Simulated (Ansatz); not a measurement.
# Co: the crystal squeezed far

An exercise on one series of results from a longer session: the logs are not shown, and one member is left open.

Program: Ansatz 0.2.0. Level of theory: DFT PBE, with the methods named in each step. These are calculated values, not measurements.

## Starting point

Symmetry: Pm-3m, No. 221, cubic system. The conventional cell has a = 2.271 Å, b = 2.271 Å, c = 2.271 Å, α = 90.00°, β = 90.00°, γ = 90.00°. Co (site symmetry m-3m) has 6 Co at 2.27 Å as nearest neighbours.

Coordinates:

```
CELL_PARAMETERS angstrom
2.27093 0.00000 0.00000
0.00000 2.27093 0.00000
0.00000 0.00000 2.27093
ATOMIC_POSITIONS crystal
Co 0.00000 0.00000 0.00000
```

Whether this phase is the stable one at these pressures isn't tested.

The first run:

Contents of input.yaml:

```yaml
crystal:
  lattice:
    - [2.2709335238, 0.0, 0.0]
    - [0.0, 2.2709335238, 0.0]
    - [0.0, 0.0, 2.2709335238]
  atoms:
    - { symbol: Co, position: [0.0, 0.0, 0.0], spin: 1.7 }
magnetization:
  spin_polarized: true
kpoints:
  mp_grid: { grid: [17, 17, 17] }
scf:
  occupations: { method: fermi_dirac, width: 0.05 }
hamiltonian:
  xc: pbe
  pseudopotentials: { kind: paw }
output:
  forces: true
  stress: true
relax:
  f_tol: 0.005
  max_steps: 40
  cell: {}
```

Started as:

```
$ ansatz run input.yaml --threads 1 --pin off --max-ram 3072MiB --backend cpu --events-out ev --progress --plain --runs-dir out
```

Among the steps run: Cell relaxed at zero pressure, PAW; More of the same log: cell relaxed at zero pressure; Volume scaled by 1, PAW; Volume scaled by 0.92, PAW; Volume scaled by 0.84, PAW; Volume scaled by 0.76, PAW; Volume scaled by 0.68, PAW; Volume scaled by 0.6, PAW; Volume scaled by 0.52, PAW; Volume scaled by 0.45, PAW; Volume scaled by 0.45, PAW (level accurate).

One table of the session follows, with a row left open; its other results are not shown here.

| method | volume over the first | volume (Å³/atom) | pressure (GPa) | moment Co (μB) |
| --- | --- | --- | --- | --- |
| PAW | 1 | 12.816 | 0.02 | 1.90 |
| PAW | 0.92 | ? | ? | ? |
| PAW | 0.84 | 10.765 | 33.67 | 1.50 |
| PAW | 0.76 | 9.740 | 69.63 | 1.36 |
| PAW | 0.68 | 8.715 | 126.99 | 1.10 |
| PAW | 0.6 | 7.689 | 218.16 | 0.00 |
| PAW | 0.52 | 6.664 | 398.42 | 0.00 |
| PAW | 0.45 | 5.767 | 682.04 | 0.00 |
| PAW (level accurate) | 0.45 | 5.767 | 682.53 | 0.00 |

**Question.** Estimate the row for PAW, 0.92.

As computed: volume (Å³/atom): 11.790; pressure (GPa): 13.32; moment Co (μB): 1.74. In the column «volume (Å³/atom)» it lies between PAW, 0.84 (10.765) and PAW, 1 (12.816).

Limits of these values: Warnings in the runs' records: seeded moment not kept.
